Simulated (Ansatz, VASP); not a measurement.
**One calculation of AlNi3, two programs**

File INCAR:

```
SYSTEM = AlNi3
ALGO = Fast ; EDIFF = 1E-6
ENCUT = 520 ; GGA = PE
ISIF = 2 ; ISMEAR = 0
LASPH = .TRUE. ; LCHARG = .FALSE.
LREAL = .FALSE. ; LWAVE = .FALSE.
NBANDS = 24 ; NELM = 60
PREC = Accurate ; SIGMA = 0.1
```

Contents of KPOINTS:

```
k-points
0
G
  14 14 14
  0 0 0
```

The input POSCAR:

```
AlNi3
1.0
    0.0000000000      2.7483983050      2.7483983050
    2.7483983050      0.0000000000      2.7483983050
    2.7483983050      2.7483983050      0.0000000000
Al Ni
1 3
Direct
    0.5000000000      0.5000000000      0.5000000000
    0.2500000000      0.2500000000      0.2500000000
    0.0000000000      0.0000000000      0.0000000000
    0.7500000000      0.7500000000      0.7500000000
```

Input for Ansatz:

```yaml
crystal:
  lattice:
    - [0.0, 2.748398305, 2.748398305]
    - [2.748398305, 0.0, 2.748398305]
    - [2.748398305, 2.748398305, 0.0]
  atoms:
    - { symbol: Al, position: [0.5, 0.5, 0.5] }
    - { symbol: Ni, position: [0.25, 0.25, 0.25] }
    - { symbol: Ni, position: [0.0, 0.0, 0.0] }
    - { symbol: Ni, position: [0.75, 0.75, 0.75] }
basis:
  ecutwfc: 420
kpoints:
  mp_grid: { grid: [14, 14, 14] }
hamiltonian:
  xc: pbe
scf:
  occupations: { method: gaussian, width: 0.1 }
output:
  forces: true
  stress: true
  eigenvalues: true
```

Alike in both runs: task single point; functional PBE; k mesh 14 × 14 × 14; occupations gaussian, width 0.1 eV; no spin polarisation.

```csv
,VASP,Ansatz
version,VASP 6.6.1,Ansatz 0.2.0
potentials or method,"VASP PAW PBE potentials, release 64 (Al, Ni)","scalar-relativistic, plane waves, PAW"
plane-wave cutoff (eV),520,420
valence electrons in the cell,33,57
```

```tsv
	VASP	Ansatz	Ansatz less VASP
gap on the k mesh at the Fermi level (eV)	none	none	-
pressure (GPa)	20.8	21.0	+0.15
```

A gap of «none» marks a metal or a gap that the smearing closes. With one functional, cell and mesh, what is left measures potentials, basis and numerics. The two sets of potentials don't hold the same shells in valence.

Caveats: so large a pressure means that the cell lies far from this level's equilibrium, or that cutoff or potentials fall short (VASP). Spin polarisation is off, so any magnetic state and its effect on volume and gap are missing.
